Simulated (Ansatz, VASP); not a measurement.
**Two plane-wave programs on Au**

```xyz
1
Lattice="-1.6741 1.6741 1.6741 1.6741 -1.6741 1.6741 1.6741 1.6741 -1.6741" Properties=species:S:1:pos:R:3 pbc="T T T"
Au    0.0000    0.0000    0.0000
```

Alike in both runs: task single point; functional BLYP; k mesh 15 × 15 × 15; occupations fermi-dirac, width 0.1 eV; no spin polarisation.

|  | VASP | Ansatz |
| --- | --- | --- |
| version | VASP 6.6.1 | Ansatz 0.2.0 |
| potentials or method | VASP PAW PBE potentials, release 64 (Au) | plane waves (420 eV) with PAW, scalar-relativistic |
| plane-wave cutoff (eV) | 520 | 420 |
| valence electrons in the cell | 11 | 19 |

VASP gave:

* pressure (GPa): 5.2

**Question.** Which values does Ansatz return?

**Answer.** Pressure (GPa): 4.7.

With one functional, cell and mesh, what is left measures potentials, basis and numerics. The two sets of potentials don't hold the same shells in valence.

Caveats: the PAW data sets were made with another functional, which shifts forces and pressure a little (VASP). The runs have no spin-orbit coupling, so splittings on Au are missing.
